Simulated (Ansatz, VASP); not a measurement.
## N: VASP beside Ansatz

The input INCAR:

```
SYSTEM = N
PREC = Accurate
ENCUT = 520
EDIFF = 1E-6
ISMEAR = -1
SIGMA = 0.05
LREAL = .FALSE.
LASPH = .TRUE.
NELM = 80
ALGO = Normal
ISIF = 2
LWAVE = .FALSE.
LCHARG = .TRUE.
GGA = PE
LELF = .TRUE.
LVHAR = .TRUE.
NBANDS = 12
```

Contents of KPOINTS:

```
Automatic mesh
0
G
  12 12 11
  0 0 0
```

Contents of POSCAR:

```
N
1.0
    2.4680415246      0.0000000000      0.0000000000
   -1.2340207623      2.1373866579      0.0000000000
    0.0000000000      0.0000000000      2.3960695811
N
2
Direct
    0.3333333333      0.6666666667      0.7500000000
    0.6666666667      0.3333333333      0.2500000000
```

The input input.yaml:

```yaml
crystal:
  lattice:
    - [2.4680415246, 0.0, 0.0]
    - [-1.2340207623, 2.1373866579, 0.0]
    - [0.0, 0.0, 2.3960695811]
  atoms:
    - { symbol: "N", position: [0.3333333333, 0.6666666667, 0.75] }
    - { symbol: "N", position: [0.6666666667, 0.3333333333, 0.25] }
kpoints:
  mp_grid: { grid: [12, 12, 11] }
scf:
  occupations: { method: fermi_dirac, width: 0.05 }
hamiltonian:
  xc: pbe
  pseudopotentials: { kind: all_electron, lapw: { basis_error: 0.0005 } }
output:
  forces: true
  stress: true
  eigenvalues: true
```

Change from the starting cell: volume scaled by 0.94.

Alike in both runs: task single point; functional PBE; k mesh 12 × 12 × 11; occupations fermi-dirac, width 0.05 eV; no spin polarisation.

|  | VASP | Ansatz |
| --- | --- | --- |
| version | VASP 6.6.1 | Ansatz 0.2.0 |
| potentials or method | VASP PAW PBE potentials, release 64 (N) | all-electron LAPW, scalar-relativistic |
| plane-wave cutoff (eV) | 520 | see its input |

Ansatz gave:

| Property | Result |
| --- | --- |
| gap on the k mesh at the Fermi level (eV) | none |
| pressure (GPa) | 25.3 |
| largest component of the traceless stress (GPa) | 5.59 |

**Question.** Which values does VASP return?

**Answer.** gap on the k mesh at the Fermi level (eV): none; pressure (GPa): 25.5; largest component of the traceless stress (GPa): 5.46.

A gap of «none» marks a metal or a gap that the smearing closes. Ansatz ran all-electron here, so the differences hold the error of VASP's frozen core and of both bases.

Caveats: so large a pressure means that the cell lies far from this level's equilibrium, or that cutoff or potentials fall short (VASP).
